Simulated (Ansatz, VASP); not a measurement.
**Two plane-wave programs on InAs**

```
CELL_PARAMETERS angstrom
0.00000 3.02400 3.08448
3.02400 0.00000 3.08448
3.02400 3.02400 0.00000
ATOMIC_POSITIONS crystal
In 0.00000 0.00000 0.00000
As 0.75000 0.75000 0.75000
```

Change from the starting cell: strain +0.0200 x Voigt [0, 0, 1, 0, 0, 0], atoms carried along.

Alike in both runs: task single point; functional PBEsol; k mesh 14 × 14 × 14; occupations gaussian, width 0.15 eV; no spin polarisation.

```csv
,VASP,Ansatz
version,VASP 6.6.1,Ansatz 0.2.0
potentials or method,"VASP PAW PBE potentials, release 64 (In_d, As)","scalar-relativistic, plane waves, PAW"
plane-wave cutoff (eV),520,420
valence electrons in the cell,18,28
```

```csv
,VASP,Ansatz,Ansatz less VASP
gap on the k mesh at the Fermi level (eV),none,none,-
pressure (GPa),0.0,0.0,-0.08
largest component of the traceless stress (GPa),0.47,0.47,+0.001
```

A gap of «none» marks a metal or a gap that the smearing closes. The functional is the same, so the differences come from potentials, cutoffs and numerics. The two sets of potentials don't hold the same shells in valence.

Caveats: the PAW data sets were made with another functional, which shifts forces and pressure a little (VASP).
